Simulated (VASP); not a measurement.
Write the native input for VASP 6.6.1 that does the following.

```yaml
Task: single point
Functional: HSE06
Potentials_or_basis: VASP PAW PBE potentials, release 64 (S, Li_sv)
Cutoff: 520 eV
k_mesh: 4 × 4 × 4
Occupations: gaussian, width 0.01 eV
Spin: no spin polarisation
Dipole_correction: no
Exchange_at_q_=_0: truncated
Grid_for_exact_exchange_PRECFOCK: Normal
Screening_parameter: 0.2079 1/A
Further_INCAR_settings: ALGO = Normal; EDIFF = 1e-07; NBANDS = 13
```

Li2S:

```
S Li
1.0
     0.00000    2.84529    2.84529
     2.84529    0.00000    2.84529
     2.84529    2.84529    0.00000
S Li
1 2
Cartesian
  0.0000 0.0000 0.0000
  1.4226 1.4226 1.4226
  4.2679 4.2679 4.2679
```

The cell was built by a generator and needn't be a form met in nature.

These files were run (other wordings do the same):

POSCAR

```
Li2S
1.0
    0.0000000000      2.8452942165      2.8452942165
    2.8452942165      0.0000000000      2.8452942165
    2.8452942165      2.8452942165      0.0000000000
S Li
1 2
Direct
    0.0000000000      0.0000000000      0.0000000000
    0.2500000000      0.2500000000      0.2500000000
    0.7500000000      0.7500000000      0.7500000000
```

INCAR.step1

```
PREC = Accurate ; ENCUT = 520
EDIFF = 1E-5 ; ISMEAR = 0
SIGMA = 0.01 ; LREAL = F
LASPH = T ; NELM = 100
ALGO = Normal ; ISIF = 2
LWAVE = T ; GGA = PE
NBANDS = 13
```

INCAR.step2

```
PREC = Accurate ; ENCUT = 520
EDIFF = 1E-7 ; ISMEAR = 0
SIGMA = 0.01 ; LREAL = F
LASPH = T ; NELM = 100
ALGO = Normal ; ISIF = 2
LWAVE = F ; LCHARG = T
GGA = PE ; LHFCALC = T
HFSCREEN = 0.2079 ; PRECFOCK = Normal
LELF = T ; LVHAR = T
ISTART = 1 ; NBANDS = 13
```

KPOINTS

```
regular mesh
0
Gamma
  4 4 4
```

Potentials or basis: VASP PAW PBE potentials, release 64 (S, Li_sv).

Launch:

```sh
$ cat potpaw_PBE.64/S/POTCAR potpaw_PBE.64/Li_sv/POTCAR > POTCAR
$ cp INCAR.step1 INCAR
$ mpirun -np 1 vasp_std > vasp.out
$ cp INCAR.step2 INCAR
$ mpirun -np 1 vasp_std > vasp.out
```

It gave:

```yaml
Band_gap_on_the_k_mesh: 4.33 eV, indirect (least direct gap 5.35 eV)
```

Caveat: the k mesh is coarse (spacing up to 0.48 Å⁻¹), so the values aren't converged, least of all with exact exchange.

Wall time 120 s on 1 thread of AMD EPYC 9R45 (Zen 5), on a shared host, peak memory 0.23 GiB.
